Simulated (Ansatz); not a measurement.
## NaH (Fm-3m): relaxing the cell for a phonon run

Task: relax NaH (Fm-3m) tightly.

Calculated with Ansatz 0.2.0; DFT PBE, scalar-relativistic, plane waves, PAW; PAW set soft_1.

## Step 1: Starting point

It takes space group Fm-3m (No. 225, cubic). Conventional cell: a = 4.880 Å, b = 4.880 Å, c = 4.880 Å, α = 90.00°, β = 90.00°, γ = 90.00°. Nearest to Na lie 6 H at 2.44 Å. H has 6 Na at 2.44 Å nearest. Farther neighbours are not listed.

Structure file:

```cif
data_structure
_symmetry_space_group_name_H-M 'P 1'
_symmetry_Int_Tables_number 1
_cell_length_a 3.4507
_cell_length_b 3.4507
_cell_length_c 3.4507
_cell_angle_alpha 60.000
_cell_angle_beta 60.000
_cell_angle_gamma 60.000
_cell_volume 29.05
loop_
_atom_site_label
_atom_site_type_symbol
_atom_site_fract_x
_atom_site_fract_y
_atom_site_fract_z
_atom_site_occupancy
Na1 Na 0.00000 0.00000 0.00000 1
H2 H 0.50000 0.50000 0.50000 1
```

## Step 2: Probe on a coarse mesh

First a cheap look: the gap decides the mesh and the occupations, the pressure tells how far the cell has to move.

input.yaml reads:

```yaml
crystal:
  lattice:
    - [0.0, 2.44, 2.44]
    - [2.44, 0.0, 2.44]
    - [2.44, 2.44, 0.0]
  atoms:
    - { symbol: Na, position: [0.0, 0.0, 0.0] }
    - { symbol: H, position: [0.5, 0.5, 0.5] }
kpoints:
  mp_grid: { grid: [6, 6, 6] }
hamiltonian:
  xc: pbe
  pseudopotentials: { kind: paw, azcp: { folder: soft_1 } }
scf:
  occupations: { method: gaussian, width: 0.1 }
output:
  forces: true
  stress: true
  eigenvalues: true
```

Run with:

```
$ ansatz run input.yaml --threads 4 --pin off --max-ram 10240MiB --backend cpu --events-out ev --progress --plain --runs-dir out
```

Numbers of over 12 decimals in the logs are rounded to 6 here.

The log of the run:

```text
Engine: ansatz 0.2.0, aarch64-unknown-linux-gnu
Pseudopotentials: kind: paw
Pseudopotential: Na, paw, valence charge 9, recommended cutoff 420 eV (normal), soft_1/Na.paw.azcp
Pseudopotential: H, paw, valence charge 1, recommended cutoff 420 eV (normal), soft_1/H.paw.azcp
Functional definition: PBE
  parameter kappa = 0.804
  parameter beta = 0.066725
  exchange = pbe_x(kappa = kappa, mu = beta*pi^2/3)
[...]
k-point 0: bands = ["-49.6789", "-21.5612", "-21.5612", "-21.5612", "-2.9307", "10.7646", "15.9751", "15.9751", "15.9751"]
  k-point 1: bands = ["-49.6774", "-21.5825", "-21.5638", "-21.5638", "-2.4716", "9.2747", "12.7416", "14.8656", "14.8656"]
  k-point 2: bands = ["-49.6745", "-21.6247", "-21.5689", "-21.5689", "-1.2445", "6.0929", "11.4752", "14.0564", "14.0565"]
  k-point 15: bands = ["-49.6712", "-21.6250", "-21.6016", "-21.5913", "0.5538", "5.7822", "7.6323", "9.1339", "15.3333"]
[key lines of the parts left out:]
SCF converged after 6 iterations
Free energy (F): -1502.679843 eV
Fermi energy:    2.434057 eV
P = ⅓ Tr σ = -0.6512 GPa (-6.512 kbar)
```

Run time: 1.1 s. Hardware: 4 threads of Arm Neoverse V1, shared host; peak memory 0.3 GiB; 1.4 s of CPU time.

A gap read on the k-mesh alone can miss the band edges.

Numbers from this step:

| Quantity | Value |
| --- | --- |
| pressure | -0.6512 GPa |
| gap on the k-mesh | 3.758 eV |
| volume per atom | 14.53 Å³ |
| direct gap on mesh | 4.557 eV |

The coarse mesh shows a gap of 3.76 eV and a pressure of -0.7 GPa.

## Step 3: Bringing the structure to rest

The cell and atoms are relaxed, since residual forces and stress would shift the frequencies.

input.yaml, the sections that differ from step 2:

```yaml
kpoints:
  mp_grid: { grid: [8, 8, 8] }
scf:
  occupations: { method: gaussian, width: 0.02 }
output:
  forces: true
  stress: true
  eigenvalues: true
  write_density: true
  write_potential: true
  elf: true
  volumetric_format: npy
relax:
  adjacent_minimum: "off"
  f_tol: 0.005
  max_steps: 80
  cell: { stress_tol: 0.05 }
# crystal, hamiltonian: as in step 2
```

The log of the run:

```text
[...]
Crystal: 2 atoms, lattice volume = 29.054 Å³
Basis set: ecut = 420 eV, 537 PW (Γ), exchange–correlation on 48×48×48 points (8 copies of the dense FFT grid, shifted against one another)
Bands: 9, of which v1, the nominal top of the filled ones, is band 5 counted from 1 (4 counted from 0)
Symmetry: 48 space group operations
[...]
k-points: 29 of 512
[...]
SCF iter   1: F=—  HF=-1502.965180 eV  |F-HF|=—  |Δ(HF+E_count)|=         —  Δρ=5.11e-2  dr2=8.86e-1  ethr=3.10e-3  ⟨swp⟩=6.0  Hψ=1753  notcnv=0
[...]
SCF iter   6: F=-1502.679790 eV  HF=-1502.679790 eV  |F-HF|=3.47e-9  |Δ(HF+E_count)|=   6.94e-7  Δρ=5.23e-6  dr2=2.90e-9  ethr=1.00e-9  ⟨swp⟩=10.3  Hψ=1835  notcnv=0
SCF 1 converged in 6 iterations: F = -1502.679790 eV  dr2 = 2.90e-9
[...]
relax step   1: F+E_penalty+E_count = -1502.67979028 eV  Δ(F+E_penalty+E_count) = +0.000e0 eV  max|allowed force component| = 5.793e-31 eV/Å  Δτ_max = 0.0000 Å  P = -0.652 GPa  Ω = 29.054 Å³  (6 SCF iters, dr2 threshold 1.00e-7 eV, accepted)
Crystal: 2 atoms, lattice volume = 28.344 Å³
[...]
iter 1 solved again at ethr=6.58e-6 eV; its pass at ethr=3.10e-3 eV (dr2=6.58e-4 eV) is discarded
[...]
SCF iter   4: F=-1502.681728 eV  HF=-1502.681728 eV  |F-HF|=1.40e-7  |Δ(HF+E_count)|=   7.43e-7  Δρ=2.46e-5  dr2=8.58e-8  ethr=2.00e-9  ⟨swp⟩=10.1  Hψ=1803  notcnv=0
SCF 2 converged in 4 iterations: F = -1502.681728 eV  dr2 = 8.58e-8
relax step   2: F+E_penalty+E_count = -1502.68172818 eV  Δ(F+E_penalty+E_count) = -1.938e-3 eV  max|allowed force component| = 5.752e-32 eV/Å  Δτ_max = 0.0000 Å  P = -0.108 GPa  Ω = 28.344 Å³  energy of the carried Pulay correction = +2.318e-4 eV  (4 SCF iters, dr2 threshold 2.00e-7 eV, accepted)
Crystal: 2 atoms, lattice volume = 28.208 Å³
[...]
SCF iter   4: F=-1502.681818 eV  HF=-1502.681818 eV  |F-HF|=4.16e-9  |Δ(HF+E_count)|=   6.80e-8  Δρ=4.27e-6  dr2=2.69e-9  ethr=2.91e-10  ⟨swp⟩=8.4  Hψ=1509  notcnv=0
SCF 3 converged in 4 iterations: F = -1502.681818 eV  dr2 = 2.69e-9
relax step   3: F+E_penalty+E_count = -1502.68181786 eV  Δ(F+E_penalty+E_count) = -8.968e-5 eV  max|allowed force component| = 2.301e-31 eV/Å  Δτ_max = 0.0000 Å  P = +0.004 GPa  Ω = 28.208 Å³  energy of the carried Pulay correction = +2.770e-4 eV  (4 SCF iters, dr2 threshold 2.91e-8 eV, accepted)
[...]
SCF iter   4: F=-1502.681582 eV  HF=-1502.681582 eV  |F-HF|=4.52e-11  |Δ(HF+E_count)|=   8.65e-9  Δρ=2.78e-7  dr2=5.49e-12  ethr=1.00e-12  ⟨swp⟩=4.7  Hψ=1192  notcnv=0
SCF 4 converged in 4 iterations: F = -1502.681582 eV  dr2 = 5.49e-12
relax step   4: F+E_penalty+E_count = -1502.68158180 eV  Δ(F+E_penalty+E_count) = +2.361e-4 eV  max|allowed force component| = 2.404e-31 eV/Å  Δτ_max = 0.0000 Å  P = -0.002 GPa  Ω = 28.208 Å³  stress off target by 2.28e-3 GPa  SCF on the basis re-selected at this cell (its energy is not comparable with the rows above)  (4 SCF iters)
basis re-selected at this cell: Δ(F+E_penalty+E_count) = +2.361e-4 eV, ΔP = -0.007 GPa vs the last step (what re-selecting the basis moved, of the pressure what is left beyond the Pulay correction that the steps carried, after the strain that the cell walked since its last selection, with what the two solves' SCF thresholds leave and, on support functions, any second-order correction that the steps lacked; it is no m [...]
SCF converged after 4 iterations
Free energy (F): -1502.681582 eV
[...]
Internal energy: -1502.681582 eV  (E = F + TS)
E sigma→0 (E₀):  -1502.681582 eV
Fermi energy:    2.625071 eV
[...]
--- Stress (GPa, compression-positive) ---
       -0.002277       0.000000       0.000000
        0.000000      -0.002277      -0.000000
        0.000000       0.000000      -0.002277
  P = ⅓ Tr σ = -0.0023 GPa (-0.023 kbar)
--- Band table (eV; the first three rows and the last of 29) ---
[...]
--- Relaxed structure (3 steps of the walk, 3 accepted, 1 SCFs on fresh bases) ---
  F+E_penalty+E_count = -1502.68158180 eV   max|allowed force component| = 2.404e-31 eV/Å   (the final SCF, on the basis selected at the relaxed cell)
  cell:  # Å, volume = 28.2078 Å³
    - [0, 2.416090, 2.416090]
    - [2.416090, 0, 2.416090]
    - [2.416090, 2.416090, 0]
  atoms:
    - { symbol: Na, position: [0, 0, 0] }
    - { symbol: H, position: [0.5, 0.5, 0.5] }
```

Run time: 1.1 s. Hardware: 4 threads; peak memory 0.34 GiB.

Step by step:

```tsv
step	energy less that of the first step (eV)	largest force component (eV/Å)	pressure (GPa)	volume (Å³)
1	0.0000	0.0000	-0.65	29.05
2	-0.0019	0.0000	-0.11	28.34
3	-0.0020	0.0000	0.00	28.21
4*	-0.0018	0.0000	0.00	28.21
```

Relaxation steps marked * repeat the geometry before them on a plane-wave basis chosen anew for their cell, so energy and pressure can jump there.

Forces are held to the 48 operations that the run works with; a distortion that breaks them can't arise in this run.

```tsv
conventional cell, symmetrised	before	after	change
a (Å)	4.880	4.832	-1.0 %
b (Å)	4.880	4.832	-1.0 %
c (Å)	4.880	4.832	-1.0 %
volume (Å³/atom)	14.53	14.10	-2.9 %
```

Final coordinates:

```
Na H
1.0
     0.00000    2.41609    2.41609
     2.41609    0.00000    2.41609
     2.41609    2.41609    0.00000
Na H
1 1
Direct
  0.00000 0.00000 0.00000
  0.50000 0.50000 0.50000
```

This step gave:

| Item | Value |
| --- | --- |
| pressure | -0.002277 GPa |
| gap on the k-mesh | 3.763 eV |
| volume per atom | 14.10 Å³ |
| direct gap on mesh | 4.622 eV |

Electrostatic potential energy in the ac plane of the conventional cell at fractional y = 0.000, with atoms of Na and H within 0.2 Å of it. With pseudopotentials it is smooth inside the atoms' cores, unlike the true potential.

Ten even steps from '_' (-73 eV) to '@' (5 eV), each cell a mean:
```
__--%%@@@@@@##**@@@@@@@@**..
**%%@@@@@@@@@@@@@@@@@@@@%%##
@@@@@@@@@@@@@@@@@@@@@@@@@@@@
@@@@@@@@@@@@@@@@@@@@@@@@@@@@
@@@@@@@@@@%%##**%%@@@@@@@@@@
##@@@@@@@@**..__==%%@@@@@@%%
++%%@@@@@@++____::%%@@@@@@**
%%@@@@@@@@##==::**@@@@@@@@@@
@@@@@@@@@@@@%%%%@@@@@@@@@@@@
@@@@@@@@@@@@@@@@@@@@@@@@@@@@
%%@@@@@@@@@@@@@@@@@@@@@@@@%%
--**@@@@@@@@@@%%@@@@@@@@%%==
__::%%@@@@@@**++%%@@@@@@++__
```
Columns run along a (4.8 Å; values clipped at the 3rd and 97th percentile), rows up along c (4.8 Å), edges of the conventional cell, whose origin can differ from the input's. Atoms in or near the plane, at fractional coordinates: Na at (0.00, 0.00), Na at (0.50, 0.50), H at (0.50, 0.00), H at (0.00, 0.50).

Valence density in the ac plane of the conventional cell at fractional y = 0.000, with atoms of Na and H within 0.2 Å of it. It is the smooth field of the valence electrons, not physical close to the nuclei.

Values in e/Å³, 13 rows by 14 columns, each cell a mean:
```
14  5  0  0  0  0  1  1  0  0  0  0  2 10
 2  1  0  0  0  0  0  0  0  0  0  0  0  1
 0  0  0  0  0  0  0  0  0  0  0  0  0  0
 0  0  0  0  0  0  0  0  0  0  0  0  0  0
 0  0  0  0  0  0  1  2  1  0  0  0  0  0
 1  0  0  0  0  1  9 13  4  0  0  0  0  1
 1  1  0  0  0  2 14 20  7  1  0  0  0  1
 1  0  0  0  0  1  5  6  2  0  0  0  0  0
 0  0  0  0  0  0  0  0  0  0  0  0  0  0
 0  0  0  0  0  0  0  0  0  0  0  0  0  0
 0  0  0  0  0  0  0  0  0  0  0  0  0  0
 6  2  0  0  0  0  0  0  0  0  0  0  1  4
19  7  1  0  0  0  1  1  1  0  0  0  2 14
```
Columns run along a (4.8 Å), rows up along c (4.8 Å), edges of the conventional cell, whose origin can differ from the input's. Atoms in or near the plane, at fractional coordinates: Na at (0.00, 0.00), Na at (0.50, 0.50), H at (0.50, 0.00), H at (0.00, 0.50).

ELF in the ac plane of the conventional cell at fractional y = 0.000, with atoms of Na and H within 0.2 Å of it. It is the smooth field of the valence electrons, not physical close to the nuclei.

Ten even steps from '0' (0.28 × 1e-1) to '9' (9.99 × 1e-1), each cell a mean:
```
45206999992044
43005999982024
00002455530000
44300000000144
99720134200599
99920454520699
99921443520699
99820355410699
88610022100478
11100111100011
21003788861001
54106999982035
35206999992144
```
Columns run along a (4.8 Å), rows up along c (4.8 Å), edges of the conventional cell, whose origin can differ from the input's. Atoms in or near the plane, at fractional coordinates: Na at (0.00, 0.00), Na at (0.50, 0.50), H at (0.50, 0.00), H at (0.00, 0.50).

In this step the volume went from 14.53 to 14.10 Å³/atom.

## Step 4: Relaxing to small forces for the phonons

Phonons need a cell at rest on their own settings, so the relaxation is repeated with tight tolerances on forces and stress on the k mesh and occupations of the first response run.

input.yaml, the sections that differ from step 3:

```yaml
crystal:
  lattice:
    - [0.0, 2.4160895472, 2.4160895472]
    - [2.4160895472, 0.0, 2.4160895472]
    - [2.4160895472, 2.4160895472, 0.0]
  atoms:
    - { symbol: Na, position: [0.0, 0.0, 0.0] }
    - { symbol: H, position: [0.5, 0.5, 0.5] }
scf:
  occupations: { method: fixed }
output:
  forces: true
  stress: true
  eigenvalues: true
relax:
  adjacent_minimum: "off"
  f_tol: 0.001
  max_steps: 60
  cell: { stress_tol: 0.01 }
# kpoints, hamiltonian: as in step 3
```

The log of the run:

```text
[...]
Crystal: 2 atoms, lattice volume = 28.208 Å³
Basis set: ecut = 420 eV, 537 PW (Γ), exchange–correlation on 48×48×48 points (8 copies of the dense FFT grid, shifted against one another)
Bands: 9, of which v1, the nominal top of the filled ones, is band 5 counted from 1 (4 counted from 0)
[... 1 set-up line as in the run before ...]
[...]
k-points: 29 of 512
[...]
P = ⅓ Tr σ = -0.0023 GPa (-0.023 kbar)
--- Band table (eV; the first three rows and the last of 29) ---
[...]
--- Relaxed structure (1 steps of the walk, 1 accepted, 1 SCFs on fresh bases) ---
[...]
cell:  # Å, volume = 28.2078 Å³
    - [0.0, 2.4160895472, 2.4160895472]
    - [2.4160895472, 0.0, 2.4160895472]
    - [2.4160895472, 2.4160895472, 0.0]
  atoms:
    - { symbol: Na, position: [0.0, 0.0, 0.0] }
    - { symbol: H, position: [0.5, 0.5, 0.5] }
[key lines of the parts left out:]
SCF converged after 5 iterations
Free energy (F): -1502.681582 eV
Fermi energy:    0.743650 eV
```

The job ended after 0.57 s (4 threads; peak memory 0.33 GiB; 1.6 s of CPU time).

Little changed from the start: no atom moved by 0.005 Å and no cell edge by 0.1 %.

This step gave:

- pressure: -0.002279 GPa

The forces vanish by symmetry and the pressure is -0.002 GPa, within the tolerances set. The cell now holds 14.10 Å³/atom.

## Step 5: Summary of results

| Item | Value |
| --- | --- |
| space group after relaxation (within 0.01 Å) | Fm-3m |
| lattice constant a | 4.832 Å |
| lattice constant b | 4.832 Å |
| lattice constant c | 4.832 Å |
| volume per atom | 14.1 Å³ |
| gap on the k-mesh | 3.76 eV |

In words: The forces vanish by symmetry and the pressure is -0.002 GPa, within the tolerances set. The cell now holds 14.10 Å³/atom. The relaxation keeps the symmetry of its start, so it says nothing on stability against lower symmetry.

[Logs are printed without paths, hosts, clocks, repeated set-up lines and the standing remarks that a program may print on its own settings, such as how far it seeks lower states.]

[Hosts, paths, dates, database ids (printed as entryN), source tags and the programs' standing remarks are cut or masked in the printed files.]
